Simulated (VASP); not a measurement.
# Li27H2S in VASP: single point with PBE

Aim: the single point of Li27H2S with PBE.

Everything below comes from runs of VASP 6.6.1. Logs are shortened: lines on timing, memory, paths and dates and some standing lists are left out, and cuts for length are marked.

### 1 The slab as given

The cell holds a slab with vacuum, 30 atoms: a = 10.470 Å, b = 9.067 Å, c = 18.936 Å, α = 90.00°, β = 90.00°, γ = 54.74°.

The cell was built by a generator and needn't be a form met in nature.

### 2 Single point, PBE

File INCAR:

```
PREC = Accurate ; ENCUT = 520
EDIFF = 1E-6 ; ISMEAR = -1
SIGMA = 0.05 ; LREAL = Auto
LASPH = T ; NELM = 60
ALGO = Fast ; ISIF = 2
LWAVE = F ; LCHARG = T
GGA = PE ; LELF = T
LVHAR = T ; NBANDS = 66
```

File KPOINTS:

```
Automatic mesh
0
Gamma
  2 2 1
```

File POSCAR:

```
Li27H2S
1.0
   10.4700000000      0.0000000000      0.0000000000
    5.2350000000      7.4034080000      0.0000000000
    0.0000000000      0.0000000000     18.9356050000
Li S H
27 1 2
Direct
    0.0000000000      0.0000000000      0.0528105651
    0.3333333333      0.0000000000      0.0528105651
    0.6666666667      0.0000000000      0.0528105651
    0.0000001801      0.3333329731      0.0528105651
    0.3333335134      0.3333329731      0.0528105651
    0.6666668468      0.3333329731      0.0528105651
    0.0000003602      0.6666659463      0.0528105651
    0.3333336935      0.6666659463      0.0528105651
    0.6666670269      0.6666659463      0.0528105651
   -0.1673804532      0.3351429504      0.1738893476
    0.1677883156      0.3319687366      0.1731288755
    0.4994823021      0.3331843929      0.1718772651
   -0.1641991951      0.6691242736      0.1784099320
    0.1631260033      0.6658014795      0.1749825263
    0.5028192577      0.6677330224      0.1724317760
   -0.1604878409      1.0008228643      0.1786475795
    0.1610471567      0.9981349130      0.1814676637
    0.4973232365      1.0002150361      0.1707207137
    0.0073164825     -0.0133722199      0.3211568894
    0.3368337527      0.0003917115      0.2994887145
    0.6579231402      0.0010400616      0.2928926749
    0.0007467704      0.3347242243      0.2981842936
    0.3311906053      0.3366827818      0.2949364438
    0.6689009462      0.3291322051      0.2957866939
   -0.0028327574      0.6670981796      0.3018070983
    0.3450847937      0.6603175186      0.2912502664
    0.6676568990      0.6654502899      0.3012525874
    0.0523175557      0.8390325104      0.4270367913
   -0.0692233204      0.8225536131      0.4317897421
    0.1570046951      0.6627623386      0.4017405306
```

Potentials or basis: VASP PAW PBE potentials, release 64 (Li_sv, S, H).

On the command line:

```bash
$ cat potpaw_PBE.64/Li_sv/POTCAR potpaw_PBE.64/S/POTCAR potpaw_PBE.64/H/POTCAR > POTCAR
$ mpirun -np 1 vasp_std > vasp.out
```

OUTCAR:

```text
PREC = Accurate
   ENCUT = 520
   EDIFF = 1E-6
   ISMEAR = -1
   LREAL = Auto
   LASPH = T
   NELM = 60
   ISIF = 2
   GGA = PE

 ion  position               nearest neighbor table
   1  0.000  0.000  0.053-
   2  0.333  0.000  0.053-
   3  0.667  0.000  0.053-
   4  0.000  0.333  0.053-
   5  0.333  0.333  0.053-
   6  0.667  0.333  0.053-
[... 10 lines left out ...]
  17  0.161  0.998  0.181-
  18  0.497  0.000  0.171-
  19  0.007  0.987  0.321-  28 2.30
  20  0.337  0.000  0.299-
  21  0.658  0.001  0.293-
  22  0.001  0.335  0.298-
  23  0.331  0.337  0.295-
  24  0.669  0.329  0.296-
  25  0.997  0.667  0.302-
  26  0.345  0.660  0.291-
  27  0.668  0.665  0.301-
  28  0.052  0.839  0.427-  29 1.37  30 1.40  19 2.30
  29  0.931  0.823  0.432-  28 1.37
  30  0.157  0.663  0.402-  28 1.40

  LATTYP: Found a base centered orthorhombic cell.
 ALAT       =    10.4700000000
 B/A-ratio  =     1.4142135626
 C/A-ratio  =     1.8085582617

  Lattice vectors:

 A1 = (   5.2350000000,  -7.4034080000,   0.0000000000)
 A2 = (   5.2350000000,   7.4034080000,   0.0000000000)
 A3 = (   0.0000000000,   0.0000000000,  18.9356050000)

Analysis of symmetry for initial positions (statically):
=====================================================================
 Subroutine PRICEL returns:
 Original cell was already a primitive cell.

 Routine SETGRP: Setting up the symmetry group for a
 base centered orthorhombic supercell.

 Subroutine GETGRP returns: Found  1 space group operations
 (whereof  1 operations were pure point group operations)
 out of a pool of  8 trial point group operations.

The static configuration has the point symmetry C_1 .

Analysis of symmetry for dynamics (positions and initial velocities):
=====================================================================
 Subroutine PRICEL returns:
 Original cell was already a primitive cell.

 Routine SETGRP: Setting up the symmetry group for a
 base centered orthorhombic supercell.

 Subroutine GETGRP returns: Found  1 space group operations
 (whereof  1 operations were pure point group operations)
 out of a pool of  8 trial point group operations.

The dynamic configuration has the point symmetry C_1 .

 Subroutine INISYM returns: Found  1 space group operations
 (whereof  1 operations are pure point group operations),
 and found     1 'primitive' translations

----------------------------------------------------------------------------------------

                                     Primitive cell

  volume of cell :    1467.7685

  direct lattice vectors                    reciprocal lattice vectors
    10.470000000  0.000000000  0.000000000     0.095510984 -0.067536464  0.000000000
     5.235000000  7.403408000  0.000000000     0.000000000  0.135072929  0.000000000
     0.000000000  0.000000000 18.935605000     0.000000000  0.000000000  0.052810565

  length of vectors
    10.470000000  9.067285978 18.935605000     0.116976588  0.135072929  0.052810565

  position of ions in fractional coordinates (direct lattice)
     0.000000000  0.000000000  0.052810565
     0.333333333  0.000000000  0.052810565
     0.666666667  0.000000000  0.052810565
     0.000000180  0.333332973  0.052810565
     0.333333513  0.333332973  0.052810565
     0.666666847  0.333332973  0.052810565
[... 22 lines left out ...]
     0.930776680  0.822553613  0.431789742
     0.157004695  0.662762339  0.401740531

  ion indices of the primitive-cell ions
   primitive index   ion index
                 1           1
                 2           2
                 3           3
                 4           4
                 5           5
                 6           6
[... 22 lines left out ...]
                29          29
                30          30

----------------------------------------------------------------------------------------

 KPOINTS: Automatic mesh

Automatic generation of k-mesh.
 Grid dimensions read from file:
 generate k-points for:    2    2    1

 Generating k-lattice:

  Cartesian coordinates                     Fractional coordinates (reciprocal lattice)
     0.047755492 -0.033768232  0.000000000     0.500000000  0.000000000  0.000000000
     0.000000000  0.067536464  0.000000000     0.000000000  0.500000000  0.000000000
     0.000000000  0.000000000  0.052810565     0.000000000  0.000000000  1.000000000

  Length of vectors
     0.058488294  0.067536464  0.052810565

  Shift w.r.t. Gamma in fractional coordinates (k-lattice)
     0.000000000  0.000000000  0.000000000

 Subroutine IBZKPT returns following result:
 ===========================================

 Found      4 irreducible k-points:

 Following reciprocal coordinates:
            Coordinates               Weight
  0.000000  0.000000  0.000000      1.000000
  0.500000  0.000000  0.000000      1.000000
  0.500000  0.500000  0.000000      1.000000
  0.000000  0.500000  0.000000      1.000000
   k-points           NKPTS =      4   k-points in BZ     NKDIM =      4   number of bands    NBANDS=     66
   number of dos      NEDOS =    301   number of ions     NIONS =     30
   total plane-waves  NPLWV = 806400
   dimension x,y,z NGX =    80 NGY =   70 NGZ =  144
   dimension x,y,z NGXF=   160 NGYF=  140 NGZF=  288
   ions per type =              27   1   2
   NGX,Y,Z   is equivalent  to a cutoff of  12.70, 12.83, 12.64 a.u.
   NGXF,Y,Z  is equivalent  to a cutoff of  25.41, 25.67, 25.29 a.u.
 SYSTEM =  unknown system
   PREC   = accura    normal or accurate (medium, high low for compatibility)
   ISTART =      0    job   : 0-new  1-cont  2-samecut
   ICHARG =      2    charge: 1-file 2-atom 10-const
   ISPIN  =      1    spin polarized calculation?
   LNONCOLLINEAR =      F non collinear calculations
   LSORBIT =      F    spin-orbit coupling
   LASPH  =      T    aspherical Exc in radial PAW
   ENCUT  =  520.0 eV  38.22 Ry    6.18 a.u.  19.47 16.86 35.21*2*pi/ulx,y,z
   NELM   =     60;   NELMIN=  2; NELMDL= -5     # of ELM steps
   EDIFF  = 0.1E-05   stopping-criterion for ELM
   LREAL  =      T    real-space projection
   EDIFFG = 0.1E-04   stopping-criterion for IOM
   NSW    =      0    number of steps for IOM
   IBRION =     -1    ionic relax: 0-MD 1-quasi-New 2-CG
   NFREE  =      0    steps in history (QN), initial steepest desc. (CG)
   ISIF   =      2    stress and relaxation
   ISYM   =      2    0-nonsym 1-usesym 2-fastsym
   POTIM  = 0.5000    time-step for ionic-motion
   TEBEG  =    0.0;   TEEND  =   0.0 temperature during run
   PSTRESS=    0.0 pullay stress
   NELECT =      89.0000    total number of electrons
   NUPDOWN=      -1.0000    fix difference up-down
   EMIN   =  10.00;   EMAX   =-10.00  energy-range for DOS
   EFERMI =   0.00;   METHOD = LEGACY
   ISMEAR =    -1;   SIGMA  =   0.05  broadening in eV -4-tet -1-fermi 0-gaus
   EFERMI_NEDOS =   21; number of points for ismear=-14 and -15
   IALGO  =     68    algorithm
   IMIX   =      4    mixing-type and parameters
     AMIX     =   0.40;   BMIX     =  1.00
     AMIX_MAG =   1.60;   BMIX_MAG =  1.00
  volume/ion in A,a.u.               =      48.93       330.17
  Fermi-wavevector in a.u.,A,eV,Ry     =   0.643160  1.215396  5.628114  0.413655
  Thomas-Fermi vector in A             =   1.710068
   LORBIT       =      0    0 simple, 1 ext, 2 COOP (PROOUT), +10 PAW based schemes
   GGA     = PE    functional components
   LHFCALC =     F    Hartree Fock is set to
   AEXX    =    0.0000 exact exchange contribution
   IVDW    =     0    specifies the selected vdW correction
   LEPSILON=     F    determine dielectric tensor
   LRPA    =     F    only Hartree local field effects (RPA)
 non-spin polarized calculation
 RMM-DIIS sequential band-by-band and
  energy-cutoff  :      520.00
  volume of cell :     1467.77
 maximum number of plane-waves:     39556
 NGX is ok and might be reduce to    80
   NGX = 39   NGY = 33   NGZ = 71

 number of electron      89.0000008 magnetization

 Free energy of the ion-electron system (eV)
  ---------------------------------------------------
  ext. energy  EPLUGINS =         0.00000000
  ---------------------------------------------------
  free energy    TOTEN  =       -57.82651990 eV

  energy without entropy =      -57.62436412  energy(sigma->0) =      -57.72544201

 E-fermi :  -1.5297     XC(G=0):  -3.7332

 val. band max:       -1.5298434478   @ k =   0.0000   0.5000   0.0000
 cond. band min:      -1.5126631606   @ k =   0.5000   0.0000   0.0000
 fundamental gap:      0.0171802872
 Fermi energy:        -1.5296982819

 k-point     1 :       0.0000    0.0000    0.0000
  band No.  band energies     occupation
      1     -48.6475      2.00000
      2     -48.5691      2.00000
      3     -48.5671      2.00000
      4     -48.5541      2.00000
      5     -48.5399      2.00000
      6     -48.5384      2.00000
[... 48 lines left out ...]
     55       0.1559      0.00000
     56       0.2188      0.00000

 k-point     2 :       0.5000    0.0000    0.0000
  band No.  band energies     occupation
      1     -48.6475      2.00000
      2     -48.5691      2.00000
      3     -48.5671      2.00000
      4     -48.5541      2.00000
      5     -48.5399      2.00000
      6     -48.5384      2.00000
[... 48 lines left out ...]
     55      -0.4902      0.00000
     56      -0.3756      0.00000

 k-point     3 :       0.5000    0.5000    0.0000
  band No.  band energies     occupation
      1     -48.6475      2.00000
      2     -48.5691      2.00000
      3     -48.5671      2.00000
      4     -48.5541      2.00000
      5     -48.5400      2.00000
      6     -48.5385      2.00000
[... 48 lines left out ...]
     55      -0.4119      0.00000
     56      -0.3548      0.00000

 k-point     4 :       0.0000    0.5000    0.0000
  band No.  band energies     occupation
      1     -48.6475      2.00000
      2     -48.5691      2.00000
      3     -48.5671      2.00000
      4     -48.5541      2.00000
      5     -48.5400      2.00000
      6     -48.5385      2.00000
[... 48 lines left out ...]
     55      -0.4695      0.00000
     56      -0.4282      0.00000
 [bands above 56 left out]

------------------------ aborting loop because EDIFF is reached ----------------------------------------

  FORCE on cell =-STRESS in cart. coord.  units (eV):
  Direction    XX          YY          ZZ          XY          YZ          ZX
  --------------------------------------------------------------------------------------
  -------------------------------------------------------------------------------------
  Total       -3.4097641      0.7097490      1.2019294      0.1449946     -0.6266176     -0.1115943
  in kB       -3.7220085      0.7747433      1.3119945      0.1582723     -0.6839993     -0.1218134
  external PRESSURE =      -0.5450902 kB  Pullay stress =       0.0000000 kB

 VOLUME and BASIS-vectors are now :
 -----------------------------------------------------------------------------
  energy-cutoff  :      520.00
  volume of cell :     1467.77
      direct lattice vectors                 reciprocal lattice vectors
    10.470000000  0.000000000  0.000000000     0.095510984 -0.067536464  0.000000000
     5.235000000  7.403408000  0.000000000     0.000000000  0.135072929  0.000000000
     0.000000000  0.000000000 18.935605000     0.000000000  0.000000000  0.052810565

 POSITION                                       TOTAL-FORCE (eV/Angst)
 -----------------------------------------------------------------------------------
      0.00000      0.00000      1.00000         0.007926     -0.000851     -0.016510
      3.49000      0.00000      1.00000        -0.035920      0.014624     -0.011573
      6.98000      0.00000      1.00000         0.024070      0.010512      0.011504
      1.74500      2.46780      1.00000        -0.000048      0.012186     -0.041218
      5.23500      2.46780      1.00000        -0.011875     -0.012430     -0.081096
      8.72500      2.46780      1.00000         0.010223      0.020617     -0.065098
[... 22 lines left out ...]
     14.05130      6.08970      8.17620         0.025209     -0.058455     -0.012867
      5.11340      4.90670      7.60720        -0.082906      0.177146      0.106947
 -----------------------------------------------------------------------------------
    total drift:                                0.001922     -0.003046      0.002357

  FREE ENERGIE OF THE ION-ELECTRON SYSTEM (eV)
  ---------------------------------------------------
  free  energy   TOTEN  =       -57.8265199024 eV

  energy  without entropy=      -57.6243641174  energy(sigma->0) =      -57.72544201
```

Run time: 33 min. Hardware: 1 thread of Intel Xeon 6975P-C (Granite Rapids), shared host; peak memory 1.6 GiB.

Results:

| Quantity | Value |
| --- | --- |
| Free energy | -57.8265 eV |
| Largest force | 0.650 eV/Å |
| Band gap on the k mesh | none (metal or under the smearing width) |

Forces on the atoms (eV/Å):
```
Li   0.008 -0.001 -0.017
Li  -0.036  0.015 -0.012
Li   0.024  0.011  0.012
Li   0.000  0.012 -0.041
Li  -0.012 -0.012 -0.081
Li   0.010  0.021 -0.065
Li  -0.012 -0.010 -0.022
Li  -0.009 -0.013  0.001
Li   0.027 -0.026 -0.033
Li   0.013  0.027  0.037
Li  -0.010 -0.009  0.043
Li   0.001 -0.003  0.060
Li  -0.035  0.010 -0.021
Li   0.017 -0.008 -0.008
Li  -0.007  0.007  0.044
Li   0.001  0.003  0.018
Li   0.006  0.000  0.020
Li   0.016 -0.005  0.070
Li   0.090  0.316 -0.561
Li   0.003 -0.011  0.001
Li  -0.001 -0.011  0.019
Li  -0.007 -0.024  0.012
Li   0.006 -0.002  0.019
Li   0.005 -0.005  0.009
Li  -0.006 -0.002 -0.081
Li  -0.005 -0.001 -0.002
Li  -0.009 -0.011  0.002
S   -0.019 -0.386  0.483
H    0.025 -0.058 -0.013
H   -0.083  0.177  0.107
```

Caveat: the k mesh is coarse (spacing up to 0.42 Å⁻¹), so the values aren't converged; the cutoff is under 1.25 times the usual one of these potentials, so pressure, stress and relaxed cells hold a basis-set (Pulay) error.
